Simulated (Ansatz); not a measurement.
TePb under changes of volume

One of the cells (33.730 Å³/atom); the others are scaled copies at fixed shape and fractional positions:

```
Pb Te
1.0
     0.00000    3.23100    3.23100
     3.23100    0.00000    3.23100
     3.23100    3.23100    0.00000
Pb Te
1 1
Direct
  0.00000 0.00000 0.00000
  0.50000 0.50000 0.50000
```

- Program: Ansatz 0.2.0
- Functional: rPW86-PBE
- Potentials or basis: Ansatz PAW
- Cutoff: 420 eV (not typed: the program's choice for these potentials)
- k mesh: 7 × 7 × 7
- Occupations: fermi-dirac, width 0.05 eV
- Spin: no spin polarisation

| volume (Å³/atom) | energy over the lowest point (meV/atom) | pressure (GPa) |
| --- | --- | --- |
| 31.706 | 127.56 | 8.8 |
| 32.380 | 93.64 | 7.3 |
| 33.055 | 65.48 | 6.1 |
| 33.730 | 42.50 | 4.9 |
| 34.404 | 24.23 | 3.8 |
| 35.079 | ? | ? |
| 35.753 | 0.00 | 2.0 |

Problem. What does the run at 35.079 Å³/atom give?

Solution. Energy over the lowest point 10.19 meV/atom; pressure 2.9 GPa.

Worked out: A Birch-Murnaghan fit of order 3 (a polynomial in V^(-2/3)) to the other rows has no minimum within the range. It gives 10.20 meV/atom at 35.079 Å³/atom, against the run's 10.19, and -dE/dV = 2.9 GPa, against 2.9.

Energies are extrapolated to zero smearing.

Caveats: the PAW data sets come from PBE, with cores solved anew for the run's functional, which leaves a small shift of forces and pressure.
